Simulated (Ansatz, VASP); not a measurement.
**One calculation of Nb, two programs**

The input INCAR:

```
PREC     = Accurate       # precision mode
ENCUT    = 520            # plane-wave cutoff, eV
EDIFF    = 1E-6           # SCF threshold, eV
ISMEAR   = -1             # smearing method
SIGMA    = 0.05           # smearing width, eV
LREAL    = False          # projectors in reciprocal space
LASPH    = True           # aspherical terms in the spheres
NELM     = 60             # most SCF steps
ALGO     = Normal         # electronic algorithm
ISIF     = 2              # what is computed and relaxed
LWAVE    = False          # write WAVECAR
LCHARG   = True           # write CHGCAR
GGA      = PE             # functional
LELF     = True           # ELF
LVHAR    = True         
NBANDS   = 12             # bands
```

File KPOINTS:

```
regular mesh
0
Gamma
  16 16 16
```

POSCAR

```
Nb
1.0
   -1.5358745914      1.5358745914      1.5358745914
    1.5358745914     -1.5358745914      1.5358745914
    1.5358745914      1.5358745914     -1.5358745914
Nb
1
Direct
    0.0000000000      0.0000000000      0.0000000000
```

Input for Ansatz:

```yaml
crystal:
  lattice:
    - [-1.5358745914, 1.5358745914, 1.5358745914]
    - [1.5358745914, -1.5358745914, 1.5358745914]
    - [1.5358745914, 1.5358745914, -1.5358745914]
  atoms:
    - { symbol: Nb, position: [0.0, 0.0, 0.0] }
kpoints:
  mp_grid: { grid: [16, 16, 16] }
scf:
  occupations: { method: fermi_dirac, width: 0.05 }
hamiltonian:
  xc: pbe
  pseudopotentials: { kind: all_electron, lapw: { basis_error: 0.001 } }
output:
  forces: true
  stress: true
  eigenvalues: true
  populations: true
```

Change from the starting cell: volume scaled by 0.8, LAPW.

Alike in both runs: task single point; functional PBE; k mesh 16 × 16 × 16; occupations fermi-dirac, width 0.05 eV; no spin polarisation.

```csv
,VASP,Ansatz
version,VASP 6.6.1,Ansatz 0.2.0
potentials or method,"VASP PAW PBE potentials, release 64 (Nb_sv)","all-electron LAPW, scalar-relativistic"
plane-wave cutoff (eV),520,see its input
```

```tsv
	VASP	Ansatz	Ansatz less VASP
pressure (GPa)	57.2	57.5	+0.28
```

Ansatz ran all-electron here, so the differences hold the error of VASP's frozen core and of both bases.

Caveats: so large a pressure means that the cell lies far from this level's equilibrium, or that cutoff or potentials fall short (VASP).
